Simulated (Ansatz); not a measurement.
What holds solid Se6 together

These are results of Ansatz 0.2.0, DFT PBE+D3(BJ), scalar-relativistic, plane waves, PAW, not measurements.

Cutoff 420 eV; k points 6×6×6 on the computed 6-atom cell (Γ-centred); Gaussian smearing, width 0.02 eV; no spin polarisation.

```
Se
1.0
     5.43325    3.13689    1.47638
    -5.43325    3.13689    1.47638
     0.00000   -6.27377    1.47638
Se
6
Direct
  0.30387 0.16912 0.91605
  0.91605 0.30387 0.16912
  0.16912 0.91605 0.30387
  0.69613 0.83088 0.08395
  0.08395 0.69613 0.83088
  0.83088 0.08395 0.69613
```

The relaxed cell holds 1 Se6 at 151.0 Å³ each. Per molecule the crystal lies 1.9072 eV below the molecule frozen in its crystal shape, and that shape lies 0.1736 eV above the relaxed free molecule.

Q: Put the lattice energy together, estimate the enthalpy of sublimation and the cohesive energy density, and say what binds the crystal.

A: E_latt = −1.9072 + 0.1736 = -1.7336 eV = -167.3 kJ/mol: the molecule pays 9.1 % of its binding as strain. For rigid molecules with classical lattice modes the gas has 3 RT of translation and rotation plus RT of pV, the crystal 6 RT in its lattice modes, so ΔH_sub ≈ −E_latt − 2RT = 167.3 − 5.0 = 162.3 kJ/mol at 298 K (a solid that melts lower is measured colder, with a smaller RT term). The cohesive energy density is −E_latt per molar volume, 167.3 kJ/mol / 90.9 cm³/mol = 1840 MPa, and its root, 43 MPa^½, is the solid's counterpart of a solubility parameter (the liquid's is smaller). The D3 term adds -1.606 eV between molecules, 84 % of the binding at this geometry. The share depends on the functional that the correction is paired with. The Kohn–Sham gap is 2.31 eV in the free molecule, 2.28 eV in the molecule frozen in its crystal shape and 1.03 eV on the crystal's mesh. From the frozen molecule to the crystal it shows a narrowing, by band width and the neighbours' field; the polarisation that lowers true ionisation gaps in solids isn't in these levels.

Quantum lattice modes, thermal expansion and changes of the internal vibrations are left out, each worth up to a few kJ/mol.

This form isn't the element's structure at ambient conditions.

Cost: 3 runs of about 1.4 core-minutes in all, on Arm Neoverse V1 (shared hosts).